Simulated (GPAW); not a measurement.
A run of GPAW 26.7.0 is set up as follows.

run.py

```python
from ase import Atoms
from ase.dft.bandgap import bandgap
from ase.io import write
from ase.units import Bohr, GPa
from gpaw import GPAW, PW, setup_paths
from gpaw.elf import elf_from_dft_calculation

setup_paths.insert(0, '.')

atoms = Atoms(['W', 'S', 'S'],
              cell=[[1.579, 0.9116360751, 6.1633333333],
                    [-1.579, 0.9116360751, 6.1633333333],
                    [0.0, -1.8232721501, 6.1633333333]],
              scaled_positions=[[0.0, 0.0, 0.0],
                                [0.581, 0.581, 0.581],
                                [0.7503, 0.7503, 0.7503]],
              pbc=True)

calc = GPAW(mode=PW(600),
            xc='PBEsol',
            kpts={'size': (10, 10, 10), 'gamma': True},
            occupations={'name': 'fermi-dirac', 'width': 0.05},
            nbands=25,
            convergence={'density': 1e-05, 'energy': 1e-05},
            maxiter=150,
            txt='gpaw.txt')
atoms.calc = calc
energy = atoms.get_potential_energy()
forces = atoms.get_forces()
stress = atoms.get_stress()
calc.write('gs.gpw')
write('result.traj', atoms)
print(f'Energy: {energy:.6f} eV')
print('Forces (eV/A):')
print(forces.round(4))
print('Stress (GPa):', (stress / GPa).round(3))
print('Fermi level:', round(calc.get_fermi_level(), 4), 'eV')
print(f'Gap: {bandgap(calc)[0]:.4f} eV, direct: {bandgap(calc, direct=True)[0]:.4f} eV')

# fields on the real-space grid
write('density.cube', atoms, data=calc.get_pseudo_density() * Bohr**3)
write('potential.cube', atoms, data=calc.get_electrostatic_potential())
write('elf.cube', atoms, data=elf_from_dft_calculation(calc).data)
```

Potentials or basis: PAW data sets generated in the run's folder for this functional, pw.

The run is started by

```bash
$ gpaw-setup -f PBEsol S W
$ OMP_NUM_THREADS=1 python run.py
```

Predict the largest force.

0.601 eV/Å.

What does it give for the pressure?

-0.7 GPa.

Forces on the atoms (eV/Å):
```
W    0.000  0.000 -0.601
S    0.000  0.000  0.364
S    0.000  0.000  0.237
```

Caveat: spin-orbit coupling is left out, which moves the levels of the heavy elements; the program warned that so skewed a cell can give wrong results.
